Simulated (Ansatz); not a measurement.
BP: single point with PBE

Crystal: BP.

```
P B
1.0
     0.00000    2.26900    2.26900
     2.26900    0.00000    2.26900
     2.26900    2.26900    0.00000
P B
1 1
Cartesian
  3.4011 3.3991 3.4266
  0.0149 -0.0276 -0.0015
```

The cell isn't the ideal one: atoms moved at random, drawn with an rms of 0.05 Å.

| Property | Result |
| --- | --- |
| Program | Ansatz 0.2.0 |
| Task | single point |
| Functional | PBE |
| Potentials or basis | Ansatz PAW |
| Cutoff | 420 eV (not typed: the program's choice for these potentials) |
| k mesh | 10 × 10 × 10 |
| Occupations | fermi-dirac, width 0.05 eV |
| Spin | no spin polarisation |

```yaml
Pressure: 1.3 GPa
Largest_force: 0.682 eV/Å
Band_gap_on_the_k_mesh: 0.90 eV, indirect (least direct gap 2.84 eV)
```

Forces on the atoms (eV/Å):
```
P    0.299 -0.419 -0.448
B   -0.299  0.419  0.448
```

Stress tensor (GPa, compression positive):
```
 1.27  1.17  1.09
 1.17  1.25 -0.76
 1.09 -0.76  1.24
```

Levels at points of the mesh, in eV from the valence-band top:
```tsv
k point	band 1	band 2	band 3	band 4	band 5	band 6	band 7	band 8
(0.00, 0.00, 0.00)	-15.80	-0.54	-0.47	0.00	2.84	3.15	3.20	7.03
(0.00, 0.00, -0.50)	-12.46	-9.41	-2.26	-1.90	3.43	4.16	4.63	9.79
(0.00, -0.50, 0.00)	-12.46	-9.41	-2.27	-1.90	3.43	4.16	4.63	9.79
(0.00, -0.50, -0.50)	-10.95	-8.92	-4.50	-4.40	0.99	1.32	11.73	11.75
(-0.50, 0.00, 0.00)	-12.53	-9.23	-2.18	-2.12	3.41	4.24	4.32	9.71
(-0.50, 0.00, -0.50)	-10.95	-8.92	-4.51	-4.39	0.98	1.33	11.73	11.75
(-0.50, -0.50, 0.00)	-10.95	-8.92	-4.52	-4.39	0.98	1.33	11.73	11.75
(-0.50, -0.50, -0.50)	-12.45	-9.44	-2.24	-1.91	3.44	4.20	4.63	9.81
```

Run time: 7.5 s on 1 thread of INTEL(R) XEON(R) PLATINUM 8581C CPU @ 2.30GHz (Emerald Rapids), on a shared host, peak memory 0.47 GiB.

A k mesh can miss the band edges.
